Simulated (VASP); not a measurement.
# BN (Fmm2) in VASP: notebook

The runs below take BN through band structure, G0W0 quasiparticle levels, with HSE06, PBE, PBE-EpsX.

Everything below comes from runs of VASP 6.6.1. Logs are shortened: lines on timing, memory, paths and dates and some standing lists are left out, and cuts for length are marked.

## (1) Starting point

The structure is orthorhombic, space group Fmm2 (No. 42). The conventional cell has a = 2.503 Å, b = 6.991 Å, c = 4.332 Å, α = 90.00°, β = 90.00°, γ = 90.00°. Around N (site symmetry mm2) lie 3 B at 1.44 Å. B (site symmetry mm2) has 3 N at 1.44 Å as nearest neighbours.

Measurements of this composition are mostly on another form, of space group No. 194.

## (2) Band structure, HSE06

File POSCAR:

```
BN
1.0
    0.0000000000      3.4953158300      2.1660912400
    1.2516321000      0.0000000000      2.1660912400
    1.2516321000      3.4953158300      0.0000000000
N B
1 1
Direct
    0.6666513400      0.6666513400      0.3333486600
    0.0000486500      0.0000486500      0.9999513500
```

File INCAR.step1:

```
SYSTEM = BN
PREC = Accurate ; ENCUT = 520
EDIFF = 1E-5 ; ISMEAR = 0
SIGMA = 0.02 ; LREAL = .FALSE.
LASPH = .TRUE. ; NELM = 60
ALGO = Normal ; ISIF = 2
LWAVE = .TRUE. ; LCHARG = .FALSE.
GGA = PE
```

File INCAR.step2:

```
SYSTEM = BN
PREC = Accurate ; ENCUT = 520
EDIFF = 1E-7 ; ISMEAR = 0
SIGMA = 0.02 ; LREAL = .FALSE.
LASPH = .TRUE. ; NELM = 60
ALGO = Normal ; ISIF = 2
LWAVE = .FALSE. ; LCHARG = .FALSE.
GGA = PE ; LHFCALC = .TRUE.
HFSCREEN = 0.2 ; PRECFOCK = Fast
ISTART = 1
```

File KPOINTS:

```
Automatic mesh
0
G
  8 8 8
  0 0 0
```

File KPOINTS_OPT:

```
path GYTZGXA1Y,TX1,XAZ,LG
8
line-mode
reciprocal
 0.0000000000  0.0000000000  0.0000000000  G
-0.5000000000 -0.5000000000  0.0000000000  Y

-0.5000000000 -0.5000000000  0.0000000000  Y
-1.0000000000 -0.5000000000 -0.5000000000  T

-1.0000000000 -0.5000000000 -0.5000000000  T
-0.5000000000  0.0000000000 -0.5000000000  Z

-0.5000000000  0.0000000000 -0.5000000000  Z
 0.0000000000  0.0000000000  0.0000000000  G

 0.0000000000  0.0000000000  0.0000000000  G
 0.0000000000 -0.3655286517 -0.3655286517  X

 0.0000000000 -0.3655286517 -0.3655286517  X
-0.5000000000 -0.6985850042 -0.1985850042  A1

-0.5000000000 -0.6985850042 -0.1985850042  A1
-0.5000000000 -0.5000000000  0.0000000000  Y

-1.0000000000 -0.5000000000 -0.5000000000  T
-1.0000000000 -0.6344713483 -0.6344713483  X1

 0.0000000000 -0.3655286517 -0.3655286517  X
-0.5000000000 -0.3014149958 -0.8014149958  A

-0.5000000000 -0.3014149958 -0.8014149958  A
-0.5000000000  0.0000000000 -0.5000000000  Z

-0.5000000000 -0.5000000000 -0.5000000000  L
 0.0000000000  0.0000000000  0.0000000000  G
```

Potentials or basis: VASP PAW PBE potentials, release 64 (N, B).

Started as:

```
$ cat potpaw_PBE.64/N/POTCAR potpaw_PBE.64/B/POTCAR > POTCAR
$ cp INCAR.step1 INCAR
$ mpirun -np 1 vasp_std > vasp.out
$ cp INCAR.step2 INCAR
$ mpirun -np 1 vasp_std > vasp.out
```

OUTCAR:

```text
SYSTEM = BN
   PREC = Accurate
   ENCUT = 520
   EDIFF = 1E-7
   ISMEAR = 0
   LREAL = .FALSE.
   LASPH = .TRUE.
   NELM = 60
   ISIF = 2
   GGA = PE
   LHFCALC = .TRUE.
   HFSCREEN = 0.2
   PRECFOCK = Fast
   ISTART = 1

 ion  position               nearest neighbor table
   1  0.667  0.667  0.333-   2 1.44   2 1.44   2 1.44
   2  0.000  0.000  1.000-   1 1.44   1 1.44   1 1.44

  LATTYP: Found a face centered orthorhombic cell.
 ALAT       =     2.5032642000
 B/A-ratio  =     1.7306133647
 C/A-ratio  =     2.7926064137

  Lattice vectors:

 A1 = (   0.0000000000,   3.4953158300,   2.1660912400)
 A2 = (  -1.2516321000,   3.4953158300,   0.0000000000)
 A3 = (  -1.2516321000,   0.0000000000,   2.1660912400)

Analysis of symmetry for initial positions (statically):
=====================================================================
 Subroutine PRICEL returns:
 Original cell was already a primitive cell.

 Routine SETGRP: Setting up the symmetry group for a
 face centered orthorhombic supercell.

 Subroutine GETGRP returns: Found  4 space group operations
 (whereof  4 operations were pure point group operations)
 out of a pool of  8 trial point group operations.

The static configuration has the point symmetry C_2v.

Analysis of symmetry for dynamics (positions and initial velocities):
=====================================================================
 Subroutine PRICEL returns:
 Original cell was already a primitive cell.

 Routine SETGRP: Setting up the symmetry group for a
 face centered orthorhombic supercell.

 Subroutine GETGRP returns: Found  4 space group operations
 (whereof  4 operations were pure point group operations)
 out of a pool of  8 trial point group operations.

The dynamic configuration has the point symmetry C_2v.

 Subroutine INISYM returns: Found  4 space group operations
 (whereof  4 operations are pure point group operations),
 and found     1 'primitive' translations

----------------------------------------------------------------------------------------

                                     Primitive cell

  volume of cell :      18.9526

  direct lattice vectors                    reciprocal lattice vectors
     0.000000000  3.495315830  2.166091240    -0.399478409  0.143048590  0.230830535
     1.251632100  0.000000000  2.166091240     0.399478409 -0.143048590  0.230830535
     1.251632100  3.495315830  0.000000000     0.399478409  0.143048590 -0.230830535

  length of vectors
     4.112077822  2.501706252  3.712656147     0.483041027  0.483041027  0.483041027

  position of ions in fractional coordinates (direct lattice)
     0.666651340  0.666651340  0.333348660
     0.000048650  0.000048650  0.999951350

  ion indices of the primitive-cell ions
   primitive index   ion index
                 1           1
                 2           2

----------------------------------------------------------------------------------------

 KPOINTS: Automatic mesh

Automatic generation of k-mesh.
 Grid dimensions read from file:
 generate k-points for:    8    8    8

 Generating k-lattice:

  Cartesian coordinates                     Fractional coordinates (reciprocal lattice)
    -0.049934801  0.017881074  0.028853817     0.125000000  0.000000000  0.000000000
     0.049934801 -0.017881074  0.028853817     0.000000000  0.125000000 -0.000000000
     0.049934801  0.017881074 -0.028853817     0.000000000 -0.000000000  0.125000000

  Length of vectors
     0.060380128  0.060380128  0.060380128

  Shift w.r.t. Gamma in fractional coordinates (k-lattice)
     0.000000000  0.000000000  0.000000000

 Subroutine IBZKPT returns following result:
 ===========================================

 Found     95 irreducible k-points:

 Following reciprocal coordinates:
            Coordinates               Weight
  0.000000  0.000000  0.000000      1.000000
  0.125000  0.000000 -0.000000      8.000000
  0.250000  0.000000 -0.000000      8.000000
  0.375000 -0.000000 -0.000000      8.000000
  0.500000  0.000000 -0.000000      4.000000
  0.125000  0.125000  0.000000      2.000000
[... 16 lines left out ...]
  0.250000  0.000000  0.125000      8.000000
  0.375000  0.000000  0.125000      8.000000
 [... further k-points ...]
   k-points           NKPTS =     95   k-points in BZ     NKDIM =    512   number of bands    NBANDS=      8
   number of dos      NEDOS =    301   number of ions     NIONS =      2
   total plane-waves  NPLWV =  17920
   dimension x,y,z NGX =    32 NGY =   20 NGZ =   28
   dimension x,y,z NGXF=    64 NGYF=   40 NGZF=   56
   ions per type =               1   1
   NGX,Y,Z   is equivalent  to a cutoff of  12.94, 13.29, 12.54 a.u.
   NGXF,Y,Z  is equivalent  to a cutoff of  25.87, 26.58, 25.08 a.u.
 SYSTEM =  BN
   PREC   = accura    normal or accurate (medium, high low for compatibility)
   ISTART =      1    job   : 0-new  1-cont  2-samecut
   ICHARG =      0    charge: 1-file 2-atom 10-const
   ISPIN  =      1    spin polarized calculation?
   LNONCOLLINEAR =      F non collinear calculations
   LSORBIT =      F    spin-orbit coupling
   LASPH  =      T    aspherical Exc in radial PAW
   ENCUT  =  520.0 eV  38.22 Ry    6.18 a.u.   7.65  4.65  6.90*2*pi/ulx,y,z
   NELM   =     60;   NELMIN=  2; NELMDL=  0     # of ELM steps
   EDIFF  = 0.1E-06   stopping-criterion for ELM
   LREAL  =      F    real-space projection
   EDIFFG = 0.1E-05   stopping-criterion for IOM
   NSW    =      0    number of steps for IOM
   IBRION =     -1    ionic relax: 0-MD 1-quasi-New 2-CG
   NFREE  =      0    steps in history (QN), initial steepest desc. (CG)
   ISIF   =      2    stress and relaxation
   ISYM   =      3    0-nonsym 1-usesym 2-fastsym
   POTIM  = 0.5000    time-step for ionic-motion
   TEBEG  =    0.0;   TEEND  =   0.0 temperature during run
   PSTRESS=    0.0 pullay stress
   NELECT =       8.0000    total number of electrons
   NUPDOWN=      -1.0000    fix difference up-down
   EMIN   =  10.00;   EMAX   =-10.00  energy-range for DOS
   EFERMI =   0.00;   METHOD = LEGACY
   ISMEAR =     0;   SIGMA  =   0.02  broadening in eV -4-tet -1-fermi 0-gaus
   EFERMI_NEDOS =   21; number of points for ismear=-14 and -15
   IALGO  =     38    algorithm
   IMIX   =      1    mixing-type and parameters
     AMIX     =   0.40;   BMIX     =  1.00
     AMIX_MAG =   1.60;   BMIX_MAG =  1.00
  volume/ion in A,a.u.               =       9.48        63.95
  Fermi-wavevector in a.u.,A,eV,Ry     =   1.228047  2.320672 20.518928  1.508099
  Thomas-Fermi vector in A             =   2.362987
   LORBIT       =      0    0 simple, 1 ext, 2 COOP (PROOUT), +10 PAW based schemes
   GGA     = PE    functional components
   LHFCALC =     T    Hartree Fock is set to
   PRECFOCK=fast      Normal, Fast or Accurate (Low or Medium for compatibility)
   ENCUT4O =  -1.0   cutoff for four orbital integrals eV
   NKREDX  =     1    reduce k-point grid by
   NKREDY  =     1    reduce k-point grid by
   NKREDZ  =     1    reduce k-point grid by
   AEXX    =    0.2500 exact exchange contribution
   HFSCREEN=    0.2000 screening length (either q_TF or 0.3 A-1)
   HFSCREENC=   0.2000 screening length for correlation (either q_TF or 0.3 A-1)
   ENCUTFOCK=  -1.0 apply spherical cutoff to Coloumb kernel
   IVDW    =     0    specifies the selected vdW correction
   LEPSILON=     F    determine dielectric tensor
   LRPA    =     F    only Hartree local field effects (RPA)
 non-spin polarized calculation
 Gauss-broadening in eV      SIGMA  =   0.02
  energy-cutoff  :      520.00
  volume of cell :       18.95
 maximum number of plane-waves:       529
  NGX = 20; NGY = 12; NGZ = 18

 number of electron       8.0000000 magnetization

 Free energy of the ion-electron system (eV)
  ---------------------------------------------------
  ext. energy  EPLUGINS =         0.00000000
  ---------------------------------------------------
  free energy    TOTEN  =       -20.43228452 eV

  energy without entropy =      -20.43228452  energy(sigma->0) =      -20.43228452

 E-fermi :   1.3750     XC(G=0):  -8.0465

 val. band max:        1.1996191410   @ k =   0.5000  -0.3750   0.1250
 cond. band min:       6.2666977537   @ k =   0.0000   0.5000   0.5000
 fundamental gap:      5.0670786127
 Fermi energy:         1.3750176282

 k-point     1 :       0.0000    0.0000    0.0000
  band No.  band energies     occupation
      1     -18.5151      2.00000
      2      -3.7518      2.00000
      3      -0.5052      2.00000
      4      -0.4969      2.00000
      5       7.1842      0.00000
      6      14.4465      0.00000
      7      14.5139      0.00000
      8      16.4018      0.00000

 k-point     2 :       0.1250    0.0000   -0.0000
  band No.  band energies     occupation
      1     -18.1788      2.00000
      2      -3.4113      2.00000
      3      -1.7912      2.00000
      4      -1.0877      2.00000
      5       7.8850      0.00000
      6      14.2773      0.00000
      7      15.2130      0.00000
      8      15.8446      0.00000

 k-point     3 :       0.2500    0.0000   -0.0000
  band No.  band energies     occupation
      1     -17.2203      2.00000
      2      -4.5980      2.00000
      3      -2.3945      2.00000
      4      -2.2504      2.00000
      5       9.5412      0.00000
      6      12.4557      0.00000
      7      13.9706      0.00000
      8      19.2566      0.00000

 k-point     4 :       0.3750   -0.0000   -0.0000
  band No.  band energies     occupation
      1     -15.8809      2.00000
      2      -7.4008      2.00000
      3      -3.1918      2.00000
      4      -0.8963      2.00000
      5       8.6883      0.00000
      6      12.1366      0.00000
      7      14.3520      0.00000
      8      20.1481      0.00000

 k-point     5 :       0.5000    0.0000   -0.0000
  band No.  band energies     occupation
      1     -15.0644      2.00000
      2      -8.7520      2.00000
      3      -3.5371      2.00000
      4       0.0705      2.00000
      5       7.1408      0.00000
      6      12.5732      0.00000
      7      16.0197      0.00000
      8      18.3334      0.00000
[... 177 lines left out ...]
 k-point    22 :       0.1250    0.0000    0.1250
  band No.  band energies     occupation
      1     -18.4861      2.00000
      2      -4.0573      2.00000
      3      -0.5041      2.00000
      4      -0.5009      2.00000
      5       7.8224      0.00000
      6      14.4515      0.00000
      7      14.4960      0.00000
      8      16.2575      0.00000

 k-point    23 :       0.2500    0.0000    0.1250
  band No.  band energies     occupation
      1     -18.1267      2.00000
      2      -3.9370      2.00000
      3      -1.7904      2.00000
      4      -1.0878      2.00000
      5       9.0114      0.00000
      6      14.2462      0.00000
      7      15.3099      0.00000
      8      15.8499      0.00000

 k-point    24 :       0.3750    0.0000    0.1250
  band No.  band energies     occupation
      1     -17.1598      2.00000
      2      -4.6148      2.00000
      3      -2.9697      2.00000
      4      -2.2507      2.00000
      5      10.4279      0.00000
      6      13.1019      0.00000
      7      14.2463      0.00000
      8      19.2566      0.00000

 [... further k-points ...]
[... 5 lines left out ...]
  --------------------------------------------------------------------------------------
  -------------------------------------------------------------------------------------
  Total       -0.3089524      0.1447218     -0.3072848      0.0000000      0.0000000      0.0000000
  in kB      -26.1175386     12.2341756    -25.9765714      0.0000000      0.0000000      0.0000000
  external PRESSURE =     -13.2866448 kB  Pullay stress =       0.0000000 kB

 VOLUME and BASIS-vectors are now :
 -----------------------------------------------------------------------------
  energy-cutoff  :      520.00
  volume of cell :       18.95
      direct lattice vectors                 reciprocal lattice vectors
     0.000000000  3.495315830  2.166091240    -0.399478409  0.143048590  0.230830535
     1.251632100  0.000000000  2.166091240     0.399478409 -0.143048590  0.230830535
     1.251632100  3.495315830  0.000000000     0.399478409  0.143048590 -0.230830535

 POSITION                                       TOTAL-FORCE (eV/Angst)
 -----------------------------------------------------------------------------------
      1.25163      3.49532      2.88806         0.000000      0.000000     -0.010053
      1.25163      3.49532      0.00021         0.000000      0.000000      0.010053
 -----------------------------------------------------------------------------------
    total drift:                                0.000007     -0.000011     -0.000048

  FREE ENERGIE OF THE ION-ELECTRON SYSTEM (eV)
  ---------------------------------------------------
  free  energy   TOTEN  =       -20.4322845245 eV

  energy  without entropy=      -20.4322845245  energy(sigma->0) =      -20.43228452
```

It took 52 min on 1 thread of Intel Xeon 6975P-C (Granite Rapids), shared host; peak memory 0.31 GiB.

Results:

| Property | Result |
| --- | --- |
| Free energy | -20.4323 eV |
| Pressure | -1.3 GPa |
| Largest force | 0.010 eV/Å |
| Band gap on the k mesh | 5.07 eV, indirect (least direct gap 6.18 eV) |
| Band gap along the path | 5.02 eV, indirect (least direct gap 6.02 eV) |

Forces on the atoms (eV/Å):
```
N    0.000  0.000 -0.010
B    0.000  0.000  0.010
```

Levels at the corners of the path, in eV from the valence-band top:
```csv
point,band 2,band 3,band 4,band 5,band 6,band 7
Γ,-5.00,-1.75,-1.74,5.94,13.20,13.27
Y,-10.09,-4.78,-0.64,7.20,10.85,13.56
Y,-10.09,-4.78,-0.64,7.20,10.85,13.56
T,-9.90,-4.82,-1.66,5.02,11.40,16.08
T,-9.90,-4.82,-1.66,5.02,11.40,16.08
Z,-6.76,-1.77,-1.74,11.11,13.15,13.23
Z,-6.76,-1.77,-1.74,11.11,13.15,13.23
Γ,-5.00,-1.75,-1.74,5.94,13.20,13.27
Γ,-5.00,-1.75,-1.74,5.94,13.20,13.27
X,-9.03,-7.71,-0.63,5.48,13.65,15.22
X,-9.03,-7.71,-0.63,5.48,13.65,15.22
A1,-8.95,-7.85,-0.49,6.35,14.63,15.06
A1,-8.95,-7.85,-0.49,6.35,14.63,15.06
Y,-10.09,-4.78,-0.64,7.20,10.85,13.56
T,-9.90,-4.82,-1.66,5.02,11.40,16.08
X1,-9.03,-7.71,-0.63,5.48,13.65,15.22
X,-9.03,-7.71,-0.63,5.48,13.65,15.22
A,-8.95,-7.85,-0.49,6.35,14.63,15.06
A,-8.95,-7.85,-0.49,6.35,14.63,15.06
Z,-6.76,-1.77,-1.74,11.11,13.15,13.23
L,-10.00,-4.78,-1.18,5.89,11.33,14.77
Γ,-5.00,-1.75,-1.74,5.94,13.20,13.27
```

Caveat: the PAW data sets were made with another functional, which shifts forces and pressure a little.

[end of part 1 of 3]
